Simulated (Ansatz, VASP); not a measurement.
**ZrB2 in VASP and in Ansatz**

Contents of INCAR:

```
SYSTEM = ZrB2
  PREC = Accurate
  ENCUT = 520
  EDIFF = 1E-6
  ISMEAR = -1
  SIGMA = 0.05
  LREAL = .FALSE.
  LASPH = .TRUE.
  NELM = 80
  ALGO = Normal
  ISIF = 2
  LWAVE = .FALSE.
  LCHARG = .TRUE.
  GGA = CA
  LELF = .TRUE.
  LVHAR = .TRUE.
  NBANDS = 16
```

File KPOINTS:

```
regular mesh
0
G
  12 12 9
  0 0 0
```

POSCAR

```
ZrB2
1.0
    3.2066493363      0.0000000000      0.0000000000
   -1.6033246682      2.7770397863      0.0000000000
    0.0000000000      0.0000000000      3.5663211014
Zr B
1 2
Direct
    0.0000000000      0.0000000000      0.0000000000
    0.3333333333      0.6666666667      0.5000000000
    0.6666666667      0.3333333333      0.5000000000
```

Input for Ansatz:

```yaml
crystal:
  lattice:
    - [3.2066493363, 0.0, 0.0]
    - [-1.6033246682, 2.7770397863, 0.0]
    - [0.0, 0.0, 3.5663211014]
  atoms:
    - { symbol: Zr, position: [0.0, 0.0, 0.0] }
    - { symbol: B, position: [0.3333333333, 0.6666666667, 0.5] }
    - { symbol: B, position: [0.6666666667, 0.3333333333, 0.5] }
kpoints:
  mp_grid: { grid: [12, 12, 9] }
  band_path:
    path:
      - [0.0, 0.0, 0.0]
      - [0.5, 0.0, 0.0]
      - [0.3333333333, 0.3333333333, 0.0]
      - [0.0, 0.0, 0.0]
      - [0.0, 0.0, 0.5]
      - [0.5, 0.0, 0.5]
      - [0.3333333333, 0.3333333333, 0.5]
      - [0.0, 0.0, 0.5]
      - [0.5, 0.0, 0.5]
    npoints: 5
scf:
  occupations: { method: fermi_dirac, width: 0.05 }
hamiltonian:
  xc: lda
  pseudopotentials: { kind: all_electron, lapw: { basis_error: 0.001 } }
output:
  forces: true
  stress: true
  eigenvalues: true
```

Change from the starting cell: volume scaled by 1.04.

Alike in both runs: task single point; functional LDA; k mesh 12 × 12 × 9; occupations fermi-dirac, width 0.05 eV; no spin polarisation.

```csv
,VASP,Ansatz
version,VASP 6.6.1,Ansatz 0.2.0
potentials or method,"VASP PAW LDA potentials, release 64 (Zr_sv, B)","all-electron LAPW, scalar-relativistic"
plane-wave cutoff (eV),520,see its input
```

Ansatz gave:

- pressure (GPa): -15.7
- largest component of the traceless stress (GPa): 1.33

Which values does VASP return?

Pressure (GPa): -15.3; largest component of the traceless stress (GPa): 1.32.

Ansatz ran all-electron here, so the differences hold the error of VASP's frozen core and of both bases.

Caveats: so large a pressure means that the cell lies far from this level's equilibrium, or that cutoff or potentials fall short (VASP).
